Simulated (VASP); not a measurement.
# TePb (Fm-3m) in VASP: further runs

One crystal, TePb, is run at these levels: PBE+D3(BJ); tasks: relaxation of the atoms.

All numbers are computed with VASP 6.6.1; they aren't measurements. Logs are shortened: lines on timing, memory, paths and dates and some standing lists are left out, and cuts for length are marked.

**What was measured.**

A printed reference work, monograph reports, for a bulk crystal of TePb at 4.2 K: band gap 0.19 eV (direct).

The results are compared with them further down.

## Step 1: The structure

Symmetry: Fm-3m, No. 225, cubic system. The conventional cell has a = 6.470 Å, b = 6.470 Å, c = 6.470 Å, α = 90.00°, β = 90.00°, γ = 90.00°. Te (site symmetry m-3m) has 6 Pb at 3.24 Å as nearest neighbours. Pb (site symmetry m-3m) has 6 Te at 3.24 Å as nearest neighbours.

## Step 2: Relaxation of the atoms, PBE+D3(BJ)

The input, INCAR:

```
PREC = Accurate
ENCUT = 600
EDIFF = 1E-7
ISMEAR = 0
SIGMA = 0.03
LREAL = F
LASPH = T
NELM = 80
ALGO = Normal
ISIF = 2
LWAVE = F
LCHARG = F
GGA = PE
IVDW = 12
IBRION = 2
NSW = 40
EDIFFG = -0.01
```

The input, KPOINTS:

```
regular mesh
0
Gamma
  8 8 8
```

The input, POSCAR:

```
TePb                                    
1.0
    0.0000000000      3.2350017807      3.2350017807
    3.2350017807      0.0000000000      3.2350017807
    3.2350017807      3.2350017807      0.0000000000
  Te              Pb            
     1     1
Direct
     0.5000000000000000    0.5000000000000000    0.5000000000000000
     0.0000000000000000    0.0000000000000000    0.0000000000000000
```

Potentials or basis: VASP PAW PBE potentials, release 64 (Te, Pb_d).

Run with:

```bash
$ cat potpaw_PBE.64/Te/POTCAR potpaw_PBE.64/Pb_d/POTCAR > POTCAR
$ mpirun -np 1 vasp_std > vasp.out
```

OUTCAR:

```text
PREC = Accurate
   ENCUT = 600
   EDIFF = 1E-7
   ISMEAR = 0
   LREAL = F
   LASPH = T
   NELM = 80
   ISIF = 2
   GGA = PE
   IVDW = 12
   IBRION = 2
   NSW = 40
   EDIFFG = -0.01
 IVDW          = 12

 ion  position               nearest neighbor table
   1  0.500  0.500  0.500-   2 3.24   2 3.24   2 3.24   2 3.24   2 3.24   2 3.24
   2  0.000  0.000  0.000-   1 3.24   1 3.24   1 3.24   1 3.24   1 3.24   1 3.24

  LATTYP: Found a face centered cubic cell.
 ALAT       =     6.4700035614

  Lattice vectors:

 A1 = (   0.0000000000,   3.2350017807,   3.2350017807)
 A2 = (   3.2350017807,   0.0000000000,   3.2350017807)
 A3 = (   3.2350017807,   3.2350017807,   0.0000000000)

Analysis of symmetry for initial positions (statically):
=====================================================================
 Subroutine PRICEL returns:
 Original cell was already a primitive cell.

 Routine SETGRP: Setting up the symmetry group for a
 face centered cubic supercell.

 Subroutine GETGRP returns: Found 48 space group operations
 (whereof 48 operations were pure point group operations)
 out of a pool of 48 trial point group operations.

The static configuration has the point symmetry O_h .

Analysis of symmetry for dynamics (positions and initial velocities):
=====================================================================
 Subroutine PRICEL returns:
 Original cell was already a primitive cell.

 Routine SETGRP: Setting up the symmetry group for a
 face centered cubic supercell.

 Subroutine GETGRP returns: Found 48 space group operations
 (whereof 48 operations were pure point group operations)
 out of a pool of 48 trial point group operations.

The dynamic configuration has the point symmetry O_h .

 Subroutine INISYM returns: Found 48 space group operations
 (whereof 48 operations are pure point group operations),
 and found     1 'primitive' translations

----------------------------------------------------------------------------------------

                                     Primitive cell

  volume of cell :      67.7101

  direct lattice vectors                    reciprocal lattice vectors
     0.000000000  3.235001781  3.235001781    -0.154559420  0.154559420  0.154559420
     3.235001781  0.000000000  3.235001781     0.154559420 -0.154559420  0.154559420
     3.235001781  3.235001781  0.000000000     0.154559420  0.154559420 -0.154559420

  length of vectors
     4.574983393  4.574983393  4.574983393     0.267704769  0.267704769  0.267704769

  position of ions in fractional coordinates (direct lattice)
     0.500000000  0.500000000  0.500000000
[... 94 lines left out ...]
   EFERMI_NEDOS =   21; number of points for ismear=-14 and -15
   IALGO  =     38    algorithm
   IMIX   =      4    mixing-type and parameters
     AMIX     =   0.40;   BMIX     =  1.00
     AMIX_MAG =   1.60;   BMIX_MAG =  1.00
  volume/ion in A,a.u.               =      33.86       228.47
  Fermi-wavevector in a.u.,A,eV,Ry     =   1.090269  2.060310 16.173060  1.188686
  Thomas-Fermi vector in A             =   2.226490
   LORBIT       =      0    0 simple, 1 ext, 2 COOP (PROOUT), +10 PAW based schemes
   GGA     = PE    functional components
   LHFCALC =     F    Hartree Fock is set to
   AEXX    =    0.0000 exact exchange contribution
   IVDW    =    12    specifies the selected vdW correction
   LEPSILON=     F    determine dielectric tensor
   LRPA    =     F    only Hartree local field effects (RPA)
 conjugate gradient relaxation of ions
 non-spin polarized calculation
 Gauss-broadening in eV      SIGMA  =   0.03
  energy-cutoff  :      600.00
  volume of cell :       67.71
 maximum number of plane-waves:      2276
 NGX is ok and might be reduce to    40
   NGX = 19   NGY = 19   NGZ = 19

 number of electron      19.9999999 magnetization

 Free energy of the ion-electron system (eV)
  ---------------------------------------------------
  ext. energy  EPLUGINS =         0.00000000
  ---------------------------------------------------
  free energy    TOTEN  =        -7.50447563 eV

  energy without entropy =       -7.50447563  energy(sigma->0) =       -7.50447563

 E-fermi :   5.7306     XC(G=0):  -9.2835

 val. band max:        5.5770190775   @ k =   0.5000   0.0000   0.0000
 cond. band min:       6.3200426326   @ k =   0.5000   0.0000   0.0000
 fundamental gap:      0.7430235550
 Fermi energy:         5.7306212530

 k-point     1 :       0.0000    0.0000    0.0000
  band No.  band energies     occupation
      1     -11.1393      2.00000
      2     -11.1393      2.00000
      3     -11.1304      2.00000
      4     -11.1304      2.00000
      5     -11.1304      2.00000
      6      -6.4108      2.00000
      7      -0.0275      2.00000
      8       4.2444      2.00000
      9       4.2444      2.00000
     10       4.2444      2.00000
     11       9.6506      0.00000
     12       9.6506      0.00000
     13       9.6506      0.00000
     14      11.3815      0.00000
[... 377 lines left out ...]
      1     -11.1677      2.00000
      2     -11.1470      2.00000
      3     -11.1243      2.00000
      4     -11.1188      2.00000
      5     -11.1108      2.00000
      6      -4.7960      2.00000
      7      -2.7302      2.00000
      8       2.8250      2.00000
      9       3.0322      2.00000
     10       5.1207      2.00000
     11       6.9181      0.00000
     12       9.1413      0.00000
     13       9.5926      0.00000
     14      12.4071      0.00000

 [... further k-points ...]

------------------------ aborting loop because EDIFF is reached ----------------------------------------

 Edisp (eV)   -0.80157

 E8    (eV) :    -0.3884

  FORCE on cell =-STRESS in cart. coord.  units (eV):
  Direction    XX          YY          ZZ          XY          YZ          ZX
  --------------------------------------------------------------------------------------
  -------------------------------------------------------------------------------------
  Total      -0.00761    -0.00761    -0.00761     0.00000     0.00000    -0.00000
  in kB      -0.18018    -0.18018    -0.18018     0.00000     0.00000    -0.00000
  external pressure =       -0.18 kB  Pullay stress =        0.00 kB

 VOLUME and BASIS-vectors are now :
 -----------------------------------------------------------------------------
  energy-cutoff  :      600.00
  volume of cell :       67.71
      direct lattice vectors                 reciprocal lattice vectors
     0.000000000  3.235001781  3.235001781    -0.154559420  0.154559420  0.154559420
     3.235001781  0.000000000  3.235001781     0.154559420 -0.154559420  0.154559420
     3.235001781  3.235001781  0.000000000     0.154559420  0.154559420 -0.154559420

 POSITION                                       TOTAL-FORCE (eV/Angst)
 -----------------------------------------------------------------------------------
      3.23500      3.23500      3.23500         0.000000      0.000000      0.000000
      0.00000      0.00000      0.00000         0.000000      0.000000      0.000000
 -----------------------------------------------------------------------------------
    total drift:                                0.000000     -0.000000     -0.000000

  FREE ENERGIE OF THE ION-ELECTRON SYSTEM (eV)
  ---------------------------------------------------
  free  energy   TOTEN  =        -8.3060499639 eV

  energy  without entropy=       -8.3060499639  energy(sigma->0) =       -8.30604996

 reached required accuracy - stopping structural energy minimisation
```

OSZICAR:

```text
N       E                     dE             d eps       ncg     rms          rms(c)
DAV:   1     0.156073807503E+03    0.15607E+03   -0.99719E+03   812   0.153E+03
DAV:   2     0.381954109212E+01   -0.15225E+03   -0.14961E+03   830   0.353E+02
DAV:   3    -0.732781488025E+01   -0.11147E+02   -0.11047E+02  1088   0.999E+01
DAV:   4    -0.761676545529E+01   -0.28895E+00   -0.28878E+00   956   0.191E+01
DAV:   5    -0.762741151426E+01   -0.10646E-01   -0.10646E-01  1122   0.331E+00    0.330E+00
DAV:   6    -0.750595560021E+01    0.12146E+00   -0.28963E-01  1118   0.438E+00    0.205E+00
DAV:   7    -0.750263762048E+01    0.33180E-02   -0.88228E-02  1000   0.170E+00    0.917E-01
DAV:   8    -0.750448648736E+01   -0.18489E-02   -0.99830E-03   926   0.119E+00    0.145E-01
DAV:   9    -0.750442947540E+01    0.57012E-04   -0.11552E-03  1222   0.417E-01    0.593E-02
DAV:  10    -0.750446891190E+01   -0.39436E-04   -0.13455E-04   842   0.972E-02    0.212E-02
DAV:  11    -0.750447612416E+01   -0.72123E-05   -0.37702E-05  1014   0.567E-02    0.140E-02
DAV:  12    -0.750447607303E+01    0.51132E-07   -0.21632E-06  1040   0.130E-02    0.101E-02
DAV:  13    -0.750447560421E+01    0.46882E-06   -0.63784E-07   920   0.724E-03    0.266E-03
DAV:  14    -0.750447563108E+01   -0.26876E-07   -0.39018E-07   788   0.608E-03
   1 F= -.83060500E+01 E0= -.83060500E+01  d E =-.830605E+01
```

CONTCAR:

```text
TePb
   1.00000000000000
     0.0000000000000000    3.2350017807000002    3.2350017807000002
     3.2350017807000002    0.0000000000000000    3.2350017807000002
     3.2350017807000002    3.2350017807000002    0.0000000000000000
  Te              Pb
     1     1
Direct
     0.5000000000000000    0.5000000000000000    0.5000000000000000
     0.0000000000000000    0.0000000000000000    0.0000000000000000

  0.00000000E+00  0.00000000E+00  0.00000000E+00
  0.00000000E+00  0.00000000E+00  0.00000000E+00
```

Run time: 18 s. Hardware: 1 thread of Intel Xeon 6975P-C (Granite Rapids), shared host; peak memory 0.26 GiB.

What came out:

* Free energy: -8.3060 eV
* Pressure after relaxing: 0.0 GPa
* Band gap on the k mesh: 0.74 eV, direct
* Dispersion energy per atom: -0.401 eV

Final structure:
```cif
data_structure
_symmetry_space_group_name_H-M 'P 1'
_symmetry_Int_Tables_number 1
_cell_length_a 4.5750
_cell_length_b 4.5750
_cell_length_c 4.5750
_cell_angle_alpha 60.000
_cell_angle_beta 60.000
_cell_angle_gamma 60.000
_cell_volume 67.71
loop_
_atom_site_label
_atom_site_type_symbol
_atom_site_fract_x
_atom_site_fract_y
_atom_site_fract_z
_atom_site_occupancy
Te1 Te 0.50000 0.50000 0.50000 1
Pb1 Pb 0.00000 0.00000 0.00000 1
```

Levels at points of the mesh, in eV from the valence-band top:
| k point | band 6 | band 7 | band 8 | band 9 | band 10 | band 11 | band 12 | band 13 | band 14 |
| --- | --- | --- | --- | --- | --- | --- | --- | --- | --- |
| (0.00, 0.00, 0.00) | -11.99 | -5.60 | -1.33 | -1.33 | -1.33 | 4.07 | 4.07 | 4.07 | 5.80 |
| (0.50, 0.00, 0.00) | -10.56 | -8.57 | -0.88 | -0.88 | 0.00 | 0.74 | 1.28 | 1.28 | 8.39 |
| (0.50, 0.50, 0.00) | -10.32 | -7.29 | -4.47 | -2.78 | -2.78 | 3.31 | 5.46 | 5.46 | 6.69 |

Caveat: the relaxation stopped at its first step, so nothing moved; spin-orbit coupling is left out, which as a rule narrows the gap of such compounds by several tenths of an eV.

## Step 3: Relaxation of the atoms, PBE+D3(BJ) (a relaxed cell with its volume scaled by 1.02)

INCAR is that of step 2.

KPOINTS is that of step 2.

The input, POSCAR:

```
TePb                                    
1.0
    0.0000000000      3.2564262579      3.2564262579
    3.2564262579      0.0000000000      3.2564262579
    3.2564262579      3.2564262579      0.0000000000
  Te              Pb            
     1     1
Direct
     0.5000000000000000    0.5000000000000000    0.5000000000000000
     0.0000000000000000    0.0000000000000000    0.0000000000000000
```

Potentials or basis: VASP PAW PBE potentials, release 64 (Te, Pb_d).

Run with:

```bash
$ cat potpaw_PBE.64/Te/POTCAR potpaw_PBE.64/Pb_d/POTCAR > POTCAR
$ mpirun -np 1 vasp_std > vasp.out
```

Wall time 18 s (1 thread of Intel Xeon 6975P-C (Granite Rapids), shared host); peak memory 0.26 GiB.

The run converged. Its results:

```
Free energy                : -8.3025 eV
Pressure after relaxing    : -0.8 GPa
Band gap on the k mesh     : 0.78 eV, direct
Dispersion energy per atom : -0.393 eV
```

Final structure:
```
Te Pb
1.0
     0.00000    3.25643    3.25643
     3.25643    0.00000    3.25643
     3.25643    3.25643    0.00000
Te Pb
1 1
Direct
  0.50000 0.50000 0.50000
  0.00000 0.00000 0.00000
```

Levels at points of the mesh, in eV from the valence-band top:
| k point | band 6 | band 7 | band 8 | band 9 | band 10 | band 11 | band 12 | band 13 | band 14 |
| --- | --- | --- | --- | --- | --- | --- | --- | --- | --- |
| (0.00, 0.00, 0.00) | -11.82 | -5.65 | -1.25 | -1.25 | -1.25 | 4.05 | 4.05 | 4.05 | 5.85 |
| (0.50, 0.00, 0.00) | -10.45 | -8.46 | -0.81 | -0.81 | 0.00 | 0.78 | 1.33 | 1.33 | 8.37 |
| (0.50, 0.50, 0.00) | -10.22 | -7.25 | -4.31 | -2.66 | -2.66 | 3.40 | 5.39 | 5.39 | 6.58 |

Caveat: the relaxation stopped at its first step, so nothing moved; spin-orbit coupling is left out, which as a rule narrows the gap of such compounds by several tenths of an eV.

## Step 4: Comparison with measurements

Step 2. Against the measured gap of TePb, 0.19 eV (direct; 4.2 K; a printed reference work, monograph), the calculated 0.74 eV is off by +0.55 eV. Spin-orbit coupling on Pb, Te is left out. The value is that of PBE+D3(BJ) on a finite k mesh, which can miss the band edges, without temperature or zero-point motion.
